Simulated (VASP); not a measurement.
**S under changes of volume**

One of the cells (24.250 Å³/atom); the others are scaled copies at fixed shape and fractional positions:

```xyz
4
Lattice="5.7157 0.0000 0.0000 0.0000 5.7157 0.0000 0.0000 0.0000 2.9692" Properties=species:S:1:pos:R:3 pbc="T T T"
S     3.5243    2.1913    0.0000
S     2.1913    3.5243    0.0000
S     0.6665    0.6665    1.4846
S     5.0492    5.0492    1.4846
```

This isn't the form of S at room conditions, which is orthorhombic, of S8 rings.

| Quantity | Value |
| --- | --- |
| Program | VASP 6.6.1 |
| Functional | PBE |
| Potentials or basis | VASP PAW PBE potentials, release 64 (S) |
| Cutoff | 520 eV |
| k mesh | 5 × 5 × 9 |
| Occupations | fermi-dirac, width 0.05 eV |
| Spin | no spin polarisation |

```csv
volume (Å³/atom),energy over the lowest point (meV/atom),pressure (GPa),largest force (eV/Å)
22.348,41.02,6.2,1.847
22.823,?,?,?
23.299,13.26,3.3,0.971
24.250,1.14,0.9,0.215
24.725,0.00,-0.1,0.124
25.201,1.71,-1.0,0.439
```

Task: What does the run at 22.823 Å³/atom give?

Result: Energy over the lowest point 24.98 meV/atom; pressure 4.6 GPa; largest force 1.393 eV/Å.

Worked out: A Birch-Murnaghan fit of order 3 (a polynomial in V^(-2/3)) to the other rows has its minimum at 24.67 Å³/atom with B0 = V·E''(V) = 50 GPa and B' = 4.4 at fixed shape and positions, which overstates the stiffness. It gives 24.99 meV/atom at 22.823 Å³/atom, against the run's 24.98, and -dE/dV = 4.7 GPa, against 4.6.

Energies are extrapolated to zero smearing.

Caveats: forces of over 1 eV/Å show positions far from the minimum, so gaps and moduli don't describe the material at rest (some runs).
